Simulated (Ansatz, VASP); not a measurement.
# P in VASP and in Ansatz

File INCAR:

```
SYSTEM = P
PREC     = Accurate       ! precision mode
ENCUT    = 520            ! plane-wave cutoff, eV
EDIFF    = 1E-7           ! SCF threshold, eV
ISMEAR   = 0              ! smearing method
SIGMA    = 0.15           ! smearing width, eV
LREAL    = .False.        ! projectors in reciprocal space
LASPH    = .True.         ! aspherical terms in the spheres
NELM     = 100            ! most SCF steps
ALGO     = Normal         ! electronic algorithm
ISIF     = 2              ! what is computed and relaxed
LWAVE    = .False.        ! write WAVECAR
LCHARG   = .False.        ! write CHGCAR
GGA      = PS             ! functional
NBANDS   = 8              ! bands
```

KPOINTS

```
Automatic mesh
0
Gamma
  12 12 12
  0 0 0
```

Contents of POSCAR:

```
P
1.0
    4.2729048574      0.0000000000      0.0000000000
    0.0000000000      4.2729048574      0.0000000000
    0.0000000000      0.0000000000      4.2685500000
P
1
Direct
    0.0000000000      0.0000000000      0.0000000000
```

Input for Ansatz:

```yaml
crystal:
  lattice:
    - [4.2729048574, 0.0, 0.0]
    - [0.0, 4.2729048574, 0.0]
    - [0.0, 0.0, 4.26855]
  atoms:
    - { symbol: P, position: [0.0, 0.0, 0.0] }
basis:
  ecutwfc: 420
kpoints:
  mp_grid: { grid: [12, 12, 12] }
hamiltonian:
  xc: pbesol
scf:
  occupations: { method: gaussian, width: 0.15 }
output:
  forces: true
  stress: true
  eigenvalues: true
  write_density: true
  write_potential: true
  elf: true
  volumetric_format: npy
```

Change from the starting cell: strain +0.000 along x and y, -0.025 along z, atoms carried along.

Alike in both runs: task single point; functional PBEsol; k mesh 12 × 12 × 12; occupations gaussian, width 0.15 eV; no spin polarisation.

|  | VASP | Ansatz |
| --- | --- | --- |
| version | VASP 6.6.1 | Ansatz 0.2.0 |
| potentials or method | VASP PAW PBE potentials, release 64 (P) | scalar-relativistic, plane waves, PAW |
| plane-wave cutoff (eV) | 520 | 420 |
| valence electrons in the cell | 5 | 5 |

```csv
,VASP,Ansatz,Ansatz less VASP
gap on the k mesh at the Fermi level (eV),none,none,-
pressure (GPa),-4.1,-4.1,+0.01
```

A gap of «none» marks a metal or a gap that the smearing closes. The functional is the same, so the differences come from potentials, cutoffs and numerics.

Caveats: the PAW data sets were made with another functional, which shifts forces and pressure a little (VASP).
